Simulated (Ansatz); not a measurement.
## Band structure of Te

```yaml
crystal:
  lattice:
    - [4.45800, 0.00000, 0.00000]
    - [-2.22900, 3.86074, 0.00000]
    - [0.00000, 0.00000, 5.92500]
  atoms:
    - { symbol: Te, position: [0.74500, 0.00000, 0.33333] }
    - { symbol: Te, position: [0.00000, 0.74500, 0.66667] }
    - { symbol: Te, position: [0.25500, 0.25500, 0.00000] }
```

Atom numbers follow the list: Te1, Te2, Te3.

Conventional cell: a = 4.458 Å, b = 4.458 Å, c = 5.925 Å, α = 90.00°, β = 90.00°, γ = 120.00°. Te (atom 1) is surrounded by 2 Te at 2.79 Å.

The cell is COD entry 1531230, as deposited and not checked against the literature; nothing was relaxed.

Spin–orbit coupling is left out, though it moves levels of the heavy atoms by tenths of an eV or more.

These are results of DFT, LDA, all-electron LAPW, scalar-relativistic in Ansatz 0.2.0, not measurements.

The runs use a Γ-centred 9×9×6 k mesh, Fermi–Dirac smearing of 0.08 eV, basis error target 0.5 meV/atom, no spin polarisation.

Points in fractions of the reciprocal vectors of this cell: Γ (0, 0, 0), M (0.5, 0, 0), K (0.333, 0.333, 0), A (0, 0, 0.5), L (0.5, 0, 0.5), H (0.333, 0.333, 0.5). The path joins them by straight lines in the order Γ–M–K–Γ–A–L–H–A–L; legs that retrace an earlier one aren't tabulated. Energies are in eV from the top of the valence band.

(1) Metal or insulator at this level of theory?

(2) Tabulate bands 32 to 39, counted from the lowest band of the run, along the path.

Results:

(1) An insulator or semiconductor: gap 0.09 eV (so small a gap may close at points that the mesh and path miss).

(2) 
```
k (1/Å)  point  band 32  band 33  band 34  band 35  band 36  band 37  band 38  band 39
   0.00      Γ    -2.88    -2.88    -1.63    -1.63    -0.61     1.06     1.06     1.75
   0.12           -3.07    -2.89    -1.54    -1.36    -0.58     0.95     1.05     1.71
   0.23           -3.41    -3.02    -1.38    -1.01    -0.66     0.89     1.03     1.69
   0.35           -3.76    -3.23    -1.38    -1.08    -0.80     1.00     1.16     1.87
   0.46           -4.06    -3.42    -1.93    -1.13    -0.82     1.02     1.24     2.44
   0.58           -4.29    -3.55    -2.57    -1.17    -0.86     1.03     1.22     3.11
   0.70           -4.42    -3.58    -3.09    -1.23    -0.88     1.02     1.20     3.19
   0.81      M    -4.46    -3.46    -3.43    -1.25    -0.89     1.01     1.20     3.12
   0.88           -4.47    -3.45    -3.41    -1.32    -1.01     1.09     1.33     3.20
   0.95           -4.49    -3.41    -3.38    -1.53    -1.29     1.31     1.65     3.41
   1.02           -4.53    -3.36    -3.33    -1.81    -1.64     1.62     2.05     3.65
   1.08           -4.56    -3.28    -3.26    -2.12    -1.97     1.98     2.45     3.54
   1.15           -4.59    -3.19    -3.18    -2.42    -2.26     2.35     2.77     3.42
   1.22           -4.62    -3.10    -3.08    -2.68    -2.45     2.67     2.94     3.33
   1.28      K    -4.64    -3.04    -3.04    -2.82    -2.52     2.88     2.88     3.32
   1.42           -4.64    -3.23    -2.87    -2.56    -2.34     2.52     2.88     3.18
   1.55           -4.65    -3.24    -2.50    -2.15    -2.00     2.12     2.52     2.79
   1.69           -4.52    -3.11    -2.03    -1.67    -1.60     1.76     1.98     2.33
   1.82           -4.18    -2.98    -1.67    -1.17    -1.12     1.33     1.43     1.93
   1.95           -3.69    -2.90    -1.52    -0.91    -0.70     0.85     1.14     1.73
   2.09           -3.16    -2.86    -1.55    -1.27    -0.58     0.92     1.05     1.71
   2.22      Γ    -2.88    -2.88    -1.63    -1.63    -0.61     1.06     1.06     1.75
   2.30           -3.07    -2.73    -1.64    -1.60    -0.62     1.03     1.04     1.69
   2.37           -3.06    -2.61    -1.61    -1.56    -0.65     0.95     0.96     1.55
   2.45           -3.00    -2.54    -1.55    -1.50    -0.70     0.85     0.86     1.36
   2.53           -2.93    -2.52    -1.46    -1.44    -0.77     0.75     0.76     1.15
   2.60           -2.84    -2.53    -1.39    -1.35    -0.86     0.68     0.69     0.96
   2.68           -2.75    -2.58    -1.35    -1.22    -0.97     0.63     0.67     0.81
   2.75      A    -2.66    -2.66    -1.34    -1.09    -1.09     0.61     0.71     0.71
   2.87           -2.74    -2.71    -1.54    -1.28    -1.12     0.73     0.86     1.07
   2.99           -3.03    -2.87    -1.82    -1.54    -1.21     0.95     1.24     1.71
   3.10           -3.43    -3.08    -1.90    -1.76    -1.26     1.17     1.70     2.17
   3.22           -3.68    -3.31    -2.03    -1.85    -1.15     1.32     2.11     2.22
   3.33           -3.79    -3.50    -2.18    -1.90    -0.85     1.29     2.03     2.40
   3.45           -3.82    -3.64    -2.27    -1.95    -0.47     1.01     1.94     2.54
   3.57      L    -3.81    -3.71    -2.31    -1.96    -0.25     0.79     1.93     2.58
   3.63           -3.88    -3.82    -2.18    -1.90    -0.24     0.79     1.91     2.55
   3.70           -4.06    -4.05    -1.87    -1.75    -0.20     0.78     1.84     2.45
   3.77           -4.32    -4.29    -1.57    -1.48    -0.15     0.74     1.74     2.30
   3.84           -4.56    -4.53    -1.40    -1.08    -0.09     0.67     1.64     2.09
   3.90           -4.75    -4.74    -1.27    -0.68    -0.03     0.52     1.59     1.88
   3.97           -4.90    -4.88    -1.19    -0.31     0.00     0.31     1.58     1.71
   4.04      H    -4.95    -4.95    -1.16    -0.02    -0.02     0.09     1.61     1.61
   4.17           -4.89    -4.69    -1.26    -0.52    -0.20     0.58     1.69     1.76
   4.31           -4.60    -4.32    -1.52    -1.04    -0.46     0.87     1.96     1.99
   4.44           -4.13    -3.92    -1.79    -1.45    -0.69     0.93     2.11     2.28
   4.57           -3.56    -3.52    -1.94    -1.69    -0.88     0.88     2.02     2.27
   4.71           -3.10    -3.03    -1.89    -1.69    -1.02     0.78     1.60     1.83
   4.84           -2.77    -2.73    -1.59    -1.36    -1.09     0.69     1.01     1.12
   4.98      A    -2.66    -2.66    -1.34    -1.09    -1.09     0.61     0.71     0.71
```
